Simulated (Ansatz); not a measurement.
Theory: DFT PBE, scalar-relativistic, plane waves, PAW in Ansatz. Settings: cutoff 420 eV, Γ-centred meshes spaced at most about 0.3 Å⁻¹, and about 0.25 Å⁻¹ or finer for metals (2π included), Gaussian smearing. No spin polarisation.

These are static total energies at zero pressure.

Two relaxed structures of Cd2S:

A.

```cif
data_structure
_symmetry_space_group_name_H-M 'P3m1'
_symmetry_Int_Tables_number 156
_cell_length_a 4.1769
_cell_length_b 4.1769
_cell_length_c 10.7008
_cell_angle_alpha 90.000
_cell_angle_beta 90.000
_cell_angle_gamma 120.000
_cell_volume 161.68
loop_
_atom_site_label
_atom_site_type_symbol
_atom_site_symmetry_multiplicity
_atom_site_Wyckoff_symbol
_atom_site_fract_x
_atom_site_fract_y
_atom_site_fract_z
_atom_site_occupancy
Cd1 Cd 1 a 0.00000 0.00000 0.66843 1
Cd2 Cd 1 a 0.00000 0.00000 0.14145 1
Cd3 Cd 1 c 0.66667 0.33333 0.32973 1
Cd4 Cd 1 b 0.33333 0.66667 0.99238 1
S1 S 1 b 0.33333 0.66667 0.75077 1
S2 S 1 a 0.00000 0.00000 0.42626 1
```

B.

```cif
data_structure
_symmetry_space_group_name_H-M 'P-4m2'
_symmetry_Int_Tables_number 115
_cell_length_a 4.1036
_cell_length_b 4.1036
_cell_length_c 9.1248
_cell_angle_alpha 90.000
_cell_angle_beta 90.000
_cell_angle_gamma 90.000
_cell_volume 153.65
loop_
_atom_site_label
_atom_site_type_symbol
_atom_site_symmetry_multiplicity
_atom_site_Wyckoff_symbol
_atom_site_fract_x
_atom_site_fract_y
_atom_site_fract_z
_atom_site_occupancy
Cd1 Cd 2 f 0.50000 0.50000 0.34691 1
Cd2 Cd 1 a 0.00000 0.00000 0.00000 1
Cd3 Cd 1 d 0.00000 0.00000 0.50000 1
S1 S 2 g 0.00000 0.50000 0.16941 1
```

Task: Which form is favoured at zero pressure, and by what margin per atom?

Result: B is lower, by 30 meV/atom. A has space group P3m1 (No. 156), 26.9 Å³/atom and no gap on its mesh; B has space group P-4m2 (No. 115), 25.6 Å³/atom and no gap. Counting S atoms around Cd (those within 1.25 times the shortest such distance or 1.15 times the sum of covalent radii; the shortest distance is added where it is long for a bond; a slash parts the counts of unlike sites), A has Cd 1/1 from 3.0 Å/3/4 and B has Cd 2/4/4 from 3.6 Å. The denser one is the lower, and pressure would at first widen the difference. In A, Cd on its first site has 4 S at 2.57–2.59 Å; Cd on its second site is surrounded by 3 Cd at 2.89 Å, 1 S at 3.05 Å and 3 Cd at 3.14 Å; S on its first site is surrounded by 4 Cd at 2.57–2.59 Å; 3 more sites not described. In B, Cd on a site of symmetry 2mm is surrounded by 2 S at 2.61 Å, 1 Cd at 2.79 Å and 4 Cd at 3.22 Å; around Cd on a site of symmetry -4m2 lie 4 S at 2.57 Å; around S lie 4 Cd at 2.57–2.61 Å and 2 Cd at 3.65 Å; 1 more site not described. Origin: A, invented, then shaken at random and relaxed again; B, invented.

The k mesh leaves some 4 meV/atom of noise in the energy of each metallic cell. Cells relaxed within their symmetry can be saddle points.

Both structures separate into sulfide-like slabs, where S keeps four close Cd neighbours as in ordinary CdS, and Cd-rich layers held together by metal-metal contacts. The reason is electron count: sulfide takes up only half of the Cd 5s electrons, and the rest occupy Cd–Cd bonding states, consistent with the absence of a gap in either form.

Since the Cd–S bonds are much alike, the preference for B probably originates in the metal layers and their junction with the sulfide. In B, the 2.79 Å contact resembles the Cd–Cd bond of a Cd(I) dumbbell, but these pairs are also linked through a Cd atom with no S within bonding distance, so a uniform Cd(I) description does not fit. In A, the corresponding S-poor Cd has only a weak contact to S at 3.05 Å.

The ordering therefore supports B over A only; it does not show that Cd2S would resist separation into CdS and Cd metal, the outcome expected from cadmium's strong preference for the divalent state.
